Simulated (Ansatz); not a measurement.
## What strain does to MgS (rocksalt)

MgS built on the rocksalt prototype, relaxed with r2SCAN in Ansatz. Space group Fm-3m (No. 225), cubic; conventional cell a = 5.203 Å, 17.61 Å³ an atom. Around Mg lie 6 S at 2.60 Å; around S lie 6 Mg at 2.60 Å.

The axes x, y and z are those of this cell:
```xyz
2
Lattice="0.0000 2.6015 2.6015 2.6015 0.0000 2.6015 2.6015 2.6015 0.0000" Properties=species:S:1:pos:R:3 pbc="T T T"
Mg    0.0000    0.0000    0.0000
S     2.6015    2.6015    2.6015
```

Unstrained: With PBE the valence top lies at Γ and the conduction bottom at X, 2.790 eV higher; the smallest vertical gap, at Γ, is 3.723 eV. With r2SCAN the valence top lies at Γ and the conduction bottom at X, 3.463 eV higher; the smallest vertical gap, at Γ, is 4.642 eV. The HSE06 gap is indirect, 3.804 eV (Γ to X), below the direct gap of 4.827 eV at Γ. Meshes: PBE 8×8×8, r2SCAN 8×8×8, HSE06 6×6×6. Strains are changes of length per length. After each strain the atoms were relaxed again with r2SCAN within the symmetry that the strain leaves, so tilts or polar shifts that break it weren't tested; points keep the names that they have in the unstrained zone. (Simulation; spin polarisation is off.)

Changes of the least gap in eV (an overlap counts as a negative gap):
```
                            strain  volume change (%)  space group     PBE  r2SCAN   HSE06  energy rise, r2SCAN (meV/atom)
biaxial -2.47 % in x and y, z held               -4.9       I4/mmm  -0.005  -0.008  -0.002                            14.4
 isotropic -1.33 % on every length               -3.9        Fm-3m  +0.084  +0.084  +0.096                             7.3
          uniaxial +0.32 % along z               +0.3       I4/mmm  -0.021  -0.022  -0.024                             0.1
```

Biaxial -2.47 % in x and y, z held. HSE06: the gap goes from 3.804 to 3.802 eV (-0.002 eV); with r2SCAN the top three valence levels at Γ, degenerate before, become 1+2 from the top over 102 meV. Stress change with r2SCAN, compression positive: xx +5.66, yy +5.66, zz +2.27 GPa.

Isotropic -1.33 % on every length. HSE06: the gap goes from 3.804 to 3.900 eV (+0.096 eV). Stress change with r2SCAN, compression positive: xx +3.48, yy +3.48, zz +3.48 GPa. For HSE06, dE_g/d ln V = -2.4 eV over this step.

Uniaxial +0.32 % along z, other directions held. HSE06: the gap goes from 3.804 to 3.780 eV (-0.024 eV); with r2SCAN the top three valence levels at Γ, degenerate before, become 1+2 from the top over 14 meV. Stress change with r2SCAN, compression positive: xx -0.14, yy -0.14, zz -0.47 GPa.

The meshes of the hybrids are coarse, so their gaps aren't converged to the digits shown.

The splittings at Γ are without spin-orbit coupling, which regroups them where it is of like size or larger.
